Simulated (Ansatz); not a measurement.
A run of Ansatz 0.2.0:

The input input.yaml:

```yaml
crystal:
  lattice:
    - [1.4122699173, 0.8153744169, 5.9393891094]
    - [-1.4122699173, 0.8153744169, 5.9393891094]
    - [0.0, -1.6307488338, 5.9393891094]
  atoms:
    - { symbol: Pt, position: [0.0, 0.0, 0.0] }
    - { symbol: Co, position: [0.5, 0.5, 0.5], spin: 2.0 }
    - { symbol: O, position: [0.11224403, 0.11224403, 0.11224403] }
    - { symbol: O, position: [0.88775597, 0.88775597, 0.88775597] }
hamiltonian:
  xc: revpbe
  pseudopotentials: { kind: paw }
  dispersion: d3bj
magnetization:
  spin_polarized: true
kpoints:
  mp_grid: { grid: [11, 11, 11] }
scf:
  occupations: { method: fermi_dirac, width: 0.05 }
output:
  forces: true
  stress: true
relax:
  f_tol: 0.01
  max_steps: 40
  cell: { stress_tol: 0.05 }
```

Potentials or basis: Ansatz PAW.

The run is started by

```sh
$ ansatz run input.yaml --threads 2 --pin off --max-ram 5632MiB --backend cpu --events-out ev --progress --plain --runs-dir out
```

Hardware: 2 threads of AMD EPYC 9R45 96-Core Processor (Zen 5), with other jobs on the host.

How long does it take, and how much memory?

It took 16 s on 2 threads of AMD EPYC 9R45 96-Core Processor (Zen 5), with other jobs on the host, peak memory 0.6 GiB. Counts: scf iterations 49, plane waves 805, k points 146, bands 30, ion steps 5.
